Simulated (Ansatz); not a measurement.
SnTe, 2 atoms in the cell. Symmetry: Fm-3m, No. 225, cubic system. The conventional cell has a = 6.302 Å, b = 6.302 Å, c = 6.302 Å, α = 90.00°, β = 90.00°, γ = 90.00°. Te (site symmetry m-3m) is surrounded by 6 Sn at 3.15 Å. Sn (site symmetry m-3m) has 6 Te at 3.15 Å as nearest neighbours. 

* Program: Ansatz 0.2.0
* Task: relaxation of cell and atoms
* Functional: HSEsol
* Potentials or basis: Ansatz PAW
* Cutoff: 420 eV (not typed: the program's choice for these potentials)
* k mesh: 4 × 4 × 4
* Occupations: fermi-dirac, width 0.05 eV
* Spin: no spin polarisation

Potentials or basis: Ansatz PAW.

Launch:

```sh
$ ansatz run input.yaml --threads 2 --pin off --max-ram 5632MiB --backend cpu --events-out ev --progress --plain --runs-dir out
```

Hardware: 2 threads of Arm Neoverse V1 (shared host).

Task: How long does it take, and how much memory?

Result: Wall time 34 s on 2 threads of Arm Neoverse V1 (shared host), peak memory 0.86 GiB. Counts: scf iterations 52, plane waves 1243, k points 8, bands 19, ion steps 3.
